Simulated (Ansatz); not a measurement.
## Lattice vibrations of BiTe at Γ at 15 GPa

These are results of DFT PBEsol, scalar-relativistic, plane waves, PAW (Ansatz), not measurements. Plane waves to 420 eV; Γ-centred k mesh 12×12×12; Fermi-Dirac smearing of 0.15 eV. No spin polarisation. Phonons by linear response, acoustic sum rule imposed.

The cell, relaxed at 15 GPa:
```yaml
crystal:
  lattice:
    - [0.00000, 3.01020, 3.01020]
    - [3.01020, 0.00000, 3.01020]
    - [3.01020, 3.01020, 0.00000]
  atoms:
    - { symbol: Bi, position: [0.00000, 0.00000, 0.00000] }
    - { symbol: Te, position: [0.50000, 0.50000, 0.50000] }
```

In a metal, frequencies and elastic constants depend on the k mesh and the smearing, soft modes and shear constants most. Spin–orbit coupling is left out, which can shift energies with elements as heavy as these. Other phases may be more stable at this pressure.

Problem. Is this structure stable against zone-centre distortions?

Solution. Yes, at Γ: no optical mode is imaginary. Strains and other wave vectors aren't tested by this run.

Problem. List the optical modes at Γ (i marks imaginary ones).

Solution.
| frequency (meV) | degeneracy |
| --- | --- |
| 18.9 | 3 |

Cost: 1 run of about 0.57 core-minutes, on Intel Xeon Platinum 8488C (Sapphire Rapids) (shared hosts).